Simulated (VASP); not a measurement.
Here is a VASP 6.6.1 calculation.

Contents of INCAR:

```
ALGO = Normal
EDIFF = 1E-6
ENCUT = 500
GGA = PE
ISIF = 2
ISMEAR = 0
LASPH = True
LCHARG = False
LREAL = False
LWAVE = False
NELM = 100
PREC = Accurate
SIGMA = 0.02
```

Contents of KPOINTS:

```
k-points
0
Gamma
  4 4 4
```

The input POSCAR:

```
As
1.0
    2.7036817444      0.0000000000      0.0000000000
    0.0000000000      2.7036817444      0.0000000000
    0.0000000000      0.0000000000      2.7036817444
As
1
Direct
    0.5000000000      0.5000000000      0.5000000000
```

Potentials or basis: VASP PAW PBE potentials, release 64 (As_GW).

Launch:

```console
$ cat potpaw_PBE.64/As_GW/POTCAR > POTCAR
$ mpirun -np 1 vasp_std > vasp.out
```

Q: What does it give for the band gap on the k mesh?

A: None (metal or under the smearing width).

Q: What does it give for the pressure?

A: 1.0 GPa.

Caveat: the k mesh is coarse (spacing up to 0.58 Å⁻¹), so the values aren't converged.
